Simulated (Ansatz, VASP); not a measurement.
**As: VASP beside Ansatz**

```xyz
3
Lattice="4.1895 0.0000 0.0000 0.0000 4.1895 0.0000 0.0000 0.0000 4.1895" Properties=species:S:1:pos:R:3 pbc="T T T"
As    2.0947    0.0000    0.0000
As    0.0000    2.0947    0.0000
As    0.0000    0.0000    2.0947
```

Alike in both runs: task single point; functional PBE; k mesh 4 × 4 × 4; occupations gaussian, width 0.1 eV; no spin polarisation.

```csv
,VASP,Ansatz
version,VASP 6.6.1,Ansatz 0.2.0
potentials or method,"VASP PAW PBE potentials, release 64 (As)","scalar-relativistic, plane waves, PAW"
plane-wave cutoff (eV),520,420
valence electrons in the cell,15,45
```

Ansatz gave:

```
gap on the k mesh at the Fermi level (eV) : none
pressure (GPa)                            : -5.5
```

Q: Which values does VASP return?

A: gap on the k mesh at the Fermi level (eV): none; pressure (GPa): -5.4.

A gap of «none» marks a metal or a gap that the smearing closes. The two sets of potentials don't hold the same shells in valence.

Caveats: the k mesh is coarse (spacing up to 0.37 Å⁻¹), so the values aren't converged.
